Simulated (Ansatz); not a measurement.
## TiSi under changes of volume

One of the cells (14.630 Å³/atom); the others are scaled copies at fixed shape and fractional positions:

```
Ti Si
1.0
     1.81618   -2.11762    0.00000
     1.81618    2.11762    0.00000
     0.00000    0.00000    3.80393
Ti Si
1 1
Direct
  0.50000 0.50000 0.00000
  0.00000 0.00000 0.50000
```

The cell comes from a database or a generator and needn't be the stable form of this composition.

```yaml
Program: Ansatz 0.2.0
Functional: HSE06
Potentials_or_basis: Ansatz PAW
Cutoff: "420 eV (not typed: the program's choice for these potentials)"
k_mesh: 6 × 6 × 4
Occupations: fermi-dirac, width 0.05 eV
Spin: no spin polarisation
```

| volume (Å³/atom) | energy over the lowest point (meV/atom) | pressure (GPa) |
| --- | --- | --- |
| 13.752 | 14.38 | 7.4 |
| 14.045 | 4.09 | 3.9 |
| 14.337 | 0.00 | 0.6 |
| 14.630 | 1.54 | -2.3 |
| 14.922 | 8.15 | -4.9 |
| 15.215 | 19.34 | -7.3 |
| 15.508 | ? | ? |

**Question.** What does the run at 15.508 Å³/atom give?

**Answer.** Energy over the lowest point 34.67 meV/atom; pressure -9.4 GPa.

Worked out: A Birch-Murnaghan fit of order 3 (a polynomial in V^(-2/3)) to the other rows has its minimum at 14.40 Å³/atom with B0 = V·E''(V) = 148 GPa and B' = 4.0 at fixed shape and positions, which overstates the stiffness. It gives 34.71 meV/atom at 15.508 Å³/atom, against the run's 34.67, and -dE/dV = -9.5 GPa, against -9.4.

Energies are extrapolated to zero smearing.

Caveats: all runs use coarse meshes; the PAW data sets come from PBE, with cores solved anew for the run's functional, which leaves a small shift of forces and pressure; the thresholds are loose for stress.
